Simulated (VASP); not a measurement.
Wanted: the native input for a VASP 6.6.1 run.

| Quantity | Value |
| --- | --- |
| Task | single point |
| Functional | PBEsol |
| Potentials or basis | VASP PAW PBE potentials, release 64 (La, B) |
| Cutoff | 520 eV |
| k mesh | 8 × 8 × 8 |
| Occupations | gaussian, width 0.1 eV |
| Spin | non-collinear spin, zero start, spin-orbit coupling |
| Starting moments | [[0.0, 0.0, 0.0], [0.0, 0.0, 0.0], [0.0, 0.0, 0.0], [0.0, 0.0, 0.0], [0.0, 0.0, 0.0], [0.0, 0.0, 0.0], [0.0, 0.0, 0.0]] μB |
| Further INCAR settings | ALGO = Normal; EDIFF = 1e-07; NBANDS = 46 |

The structure of LaB6 lies in POSCAR:

```
LaB6
1.0
    4.1303900000      0.0000000000      0.0000000000
    0.0000000000      4.1303900000      0.0000000000
    0.0000000000      0.0000000000      4.1303900000
La B
1 6
Direct
    0.0000000000      0.0000000000      0.0000000000
    0.8004400000      0.5000000000      0.5000000000
    0.1995600000      0.5000000000      0.5000000000
    0.5000000000      0.5000000000      0.8004400000
    0.5000000000      0.5000000000      0.1995600000
    0.5000000000      0.1995600000      0.5000000000
    0.5000000000      0.8004400000      0.5000000000
```

The cell is a database's computed one.

One way to write it, as run:

INCAR

```
SYSTEM = LaB6
  ALGO = Normal
  EDIFF = 1E-7
  ENCUT = 520
  GGA = PS
  GGA_COMPAT = .False.
  ISIF = 2
  ISMEAR = 0
  LASPH = .True.
  LCHARG = .False.
  LMAXMIX = 6
  LNONCOLLINEAR = .True.
  LORBIT = 11
  LREAL = .False.
  LSORBIT = .True.
  LWAVE = .False.
  MAGMOM = 0 0 0 0 0 0 0 0 0 0 0 0 0 0 0 0 0 0 0 0 0
  NBANDS = 46
  NELM = 100
  PREC = Accurate
  SIGMA = 0.1
```

KPOINTS

```
k-points
0
Gamma
  8 8 8
  0 0 0
```

Potentials or basis: VASP PAW PBE potentials, release 64 (La, B).

Command:

```sh
$ cat potpaw_PBE.64/La/POTCAR potpaw_PBE.64/B/POTCAR > POTCAR
$ mpirun -np 1 vasp_ncl > vasp.out
```

It gave:

* Pressure: 0.0 GPa
* Largest force: 0.003 eV/Å
* Net moment: 0.00 μB per cell
* Valence electrons inside the program's atomic spheres: La 8.53; B 2.07

Caveat: the PAW data sets were made with another functional, which shifts forces and pressure a little.

Run time: 4.7 min on 1 thread of Intel(R) Xeon(R) Platinum 8488C (Sapphire Rapids), on a shared host, peak memory 0.41 GiB.
